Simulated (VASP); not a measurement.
PbSe:

```
Se Pb
1.0
     0.00000    3.05199    3.05199
     3.05199    0.00000    3.05199
     3.05199    3.05199    0.00000
Se Pb
1 1
Direct
  0.50000 0.50000 0.50000
  0.00000 0.00000 0.00000
```

The cell was built by a generator and needn't be a form met in nature.

Base run:

```yaml
Program: VASP 6.6.1
Functional: r2SCAN
Potentials_or_basis: VASP PAW PBE potentials, release 64 (Se, Pb_d)
Cutoff: 520 eV
k_mesh: 8 × 8 × 8
Occupations: gaussian, width 0.03 eV
Spin: no spin polarisation
```

Its results: band gap on the k mesh 0.55 eV, direct; pressure 2.0 GPa.

Task: The run is repeated on the same cell with these changes: functional from r2SCAN to PBEsol. What comes out?

Result: Band gap on the k mesh 0.17 eV, direct; pressure -0.1 GPa.

r2SCAN gives the wider gap, since meta-GGAs in the generalised Kohn-Sham scheme recover part of the derivative discontinuity.

Caveats: the PAW data sets were made with another functional, which shifts forces and pressure a little; spin-orbit coupling is left out, which as a rule narrows the gap of such compounds by several tenths of an eV.
